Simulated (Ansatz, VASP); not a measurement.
Tl: VASP beside Ansatz

```xyz
3
Lattice="3.5213 0.0000 0.0000 -1.7606 3.0495 0.0000 0.0000 0.0000 8.6762" Properties=species:S:1:pos:R:3 pbc="T T T"
Tl    0.0000    0.0000    0.0000
Tl    0.0000    2.0330    2.8921
Tl    1.7606    1.0165    5.7842
```

Alike in both runs: functional PBE; k mesh 15 × 15 × 6; occupations gaussian, width 0.1 eV; no spin polarisation.

Ansatz relaxed the structure, and its values are those at the end. VASP's run is a single point on that final structure, the one shown.

|  | VASP | Ansatz |
| --- | --- | --- |
| version | VASP 6.6.1 | Ansatz 0.2.0 |
| potentials or method | VASP PAW PBE potentials, release 64 (Tl_d) | scalar-relativistic, plane waves, PAW |
| plane-wave cutoff (eV) | 520 | 420 |
| valence electrons in the cell | 39 | 39 |

Ansatz gave:

- gap on the k mesh at the Fermi level (eV): none
- pressure (GPa): 0.0

Q: Estimate VASP's values.

A: gap on the k mesh at the Fermi level (eV): none; pressure (GPa): -0.1.

A gap of «none» marks a metal or a gap that the smearing closes.

Spin-orbit coupling is left out, which matters for the levels of Tl.
